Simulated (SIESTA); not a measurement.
# HfO2 under changes of volume

One of the cells (12.378 Å³/atom); the others are scaled copies at fixed shape and fractional positions:

```
Hf O
1.0
     4.81353    0.00000    0.00000
     0.00000    4.81353    0.00000
     0.00000    0.00000    3.20542
Hf O
2 4
Direct
  0.50000 0.50000 0.50000
  0.00000 0.00000 0.00000
  0.80504 0.19496 0.50000
  0.69496 0.69496 0.00000
  0.30504 0.30504 0.00000
  0.19496 0.80504 0.50000
```

Measurements of this composition are mostly on another form, of space group No. 14.

| Quantity | Value |
| --- | --- |
| Program | SIESTA 5.4.2 |
| Functional | LDA |
| Potentials or basis | PseudoDojo 0.4 standard (LDA files) |
| Basis | DZP (energy shift 0.003 Ry; two zetas on semicore shells) |
| Grid cutoff | 800 Ry |
| Energy shift | 0.003 Ry |
| k mesh | 4 × 4 × 6 |
| Occupations | fermi-dirac, width 0.05 eV |
| Spin | no spin polarisation |

| volume (Å³/atom) | energy over the lowest point (meV/atom) | pressure (GPa) | gap on the mesh (eV) | largest force (eV/Å) |
| --- | --- | --- | --- | --- |
| 11.636 | 27.05 | 14.5 | 3.84 | 0.171 |
| 11.883 | 9.45 | 8.4 | 3.76 | 0.088 |
| 12.131 | 0.74 | 3.0 | 3.69 | 0.013 |
| 12.378 | 0.00 | -1.9 | 3.61 | 0.057 |
| 12.626 | ? | ? | ? | ? |
| 12.873 | 19.30 | -10.3 | 3.47 | 0.182 |
| 13.121 | 37.98 | -13.8 | 3.41 | 0.241 |

**Question.** What does the run at 12.626 Å³/atom give?

**Answer.** Energy over the lowest point 6.42 meV/atom; pressure -6.3 GPa; gap on the mesh 3.54 eV; largest force 0.122 eV/Å.

Worked out: A Birch-Murnaghan fit of order 3 (a polynomial in V^(-2/3)) to the other rows has its minimum at 12.28 Å³/atom with B0 = V·E''(V) = 240 GPa and B' = 4.4 at fixed shape and positions, which overstates the stiffness. It gives 6.46 meV/atom at 12.626 Å³/atom, against the run's 6.42, and -dE/dV = -6.3 GPa, against -6.3. A straight line through the other rows of the gap, of slope -3.6 eV per unit of ln V (its deformation potential), gives 3.54 eV, against the run's 3.54.

Energies are extrapolated to zero smearing.

Caveats: short orbitals over semicore shells can move pressures by several GPa; spin-orbit coupling is left out, which moves the levels of the heavy elements; the basis of atomic orbitals isn't converged, which shifts pressures, moduli and gaps.

A mesh can miss the band edges.
